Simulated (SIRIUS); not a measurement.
MnO:

```
Mn O
1.0
     0.00000    2.22391    2.22391
     2.22391    0.00000    2.22391
     2.22391    2.22391    0.00000
Mn O
1 1
Direct
  0.00000 0.00000 0.00000
  0.50000 0.50000 0.50000
```

The cell is a database's computed one.

Base run:

| Property | Result |
| --- | --- |
| Program | SIRIUS 7.10.0 |
| Functional | LDA |
| Potentials or basis | PseudoDojo 0.4.1 PBE standard (scalar relativistic) |
| Cutoff | 1307 eV |
| Density cutoff | 5227 eV |
| k mesh | 7 × 7 × 7 |
| Occupations | fermi-dirac, width 0.05 eV |
| Spin | collinear spin, ferromagnetic start |
| Starting moments | [4.0, 0.0] μB |

Its results: band gap on the k mesh none (metal or under the smearing width); pressure -16.6 GPa; net moment 4.59 μB per cell.

Q: After a change of settings the same cell gave: band gap on the k mesh none (metal or under the smearing width); pressure -3.7 GPa; net moment 4.87 μB per cell. Which change was it?
A. functional from LDA to PBE; libxc names from ["XC_LDA_X", "XC_LDA_C_PW"] to ["XC_GGA_X_PBE", "XC_GGA_C_PBE"]
B. functional from LDA to PW91; libxc names from ["XC_LDA_X", "XC_LDA_C_PW"] to ["XC_GGA_X_PW91", "XC_GGA_C_PW91"]
C. hubbard terms from none to Mn d U = 2 eV; hubbard projectors from none to orthogonalised atomic orbitals; start of the occupations from none to the program's own
D. functional from LDA to SG4; libxc names from ["XC_LDA_X", "XC_LDA_C_PW"] to ["XC_GGA_X_SG4", "XC_GGA_C_SG4"]

A: D.

Caveats: the potentials were made for another functional, which shifts forces and pressure; a cell with one magnetic atom can't hold antiferromagnetic order, which such compounds often take; semilocal functionals often make such compounds metallic where correlation or magnetic order opens a gap, which also shifts bond lengths; the potentials were made for a functional far from this one (some runs).
